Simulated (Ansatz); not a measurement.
A run of Ansatz 0.2.0:

File input.yaml:

```yaml
crystal:
  lattice:
    - [4.7164457858, 0.0, 0.0]
    - [0.0, 4.7744467708, 0.0]
    - [-0.8456277397, 0.0, 4.9665942755]
  atoms:
    - { symbol: Ti, position: [0.27743526, 0.05280836, 0.21314827] }
    - { symbol: Ti, position: [0.72256474, 0.55280836, 0.28685173] }
    - { symbol: Ti, position: [0.72256474, 0.94719164, 0.78685173] }
    - { symbol: Ti, position: [0.27743526, 0.44719164, 0.71314827] }
    - { symbol: O, position: [0.06383822, 0.17696552, 0.85155674] }
    - { symbol: O, position: [0.93616178, 0.67696552, 0.64844326] }
    - { symbol: O, position: [0.93616178, 0.82303448, 0.14844326] }
    - { symbol: O, position: [0.06383822, 0.32303448, 0.35155674] }
    - { symbol: O, position: [0.44536099, 0.75763174, 0.46677186] }
    - { symbol: O, position: [0.55463901, 0.25763174, 0.03322814] }
    - { symbol: O, position: [0.55463901, 0.24236826, 0.53322814] }
    - { symbol: O, position: [0.44536099, 0.74236826, 0.96677186] }
hamiltonian:
  xc: pbe
  pseudopotentials: { kind: paw }
kpoints:
  mp_grid: { grid: [5, 5, 5] }
scf:
  occupations: { method: fermi_dirac, width: 0.05 }
output:
  forces: true
  stress: true
  eigenvalues: true
```

Potentials or basis: Ansatz PAW.

Run with:

```sh
$ ansatz run input.yaml --threads 4 --pin off --max-ram 11264MiB --backend cpu --events-out ev --progress --plain --runs-dir out
```

Hardware: 4 threads of Arm Neoverse V1, on a shared host.

Q: Estimate the wall time of this run.

A: It took 5.5 s on 4 threads of Arm Neoverse V1 (shared host), peak memory 0.57 GiB. Counts: scf iterations 8, plane waves 2181, k points 39, bands 60.
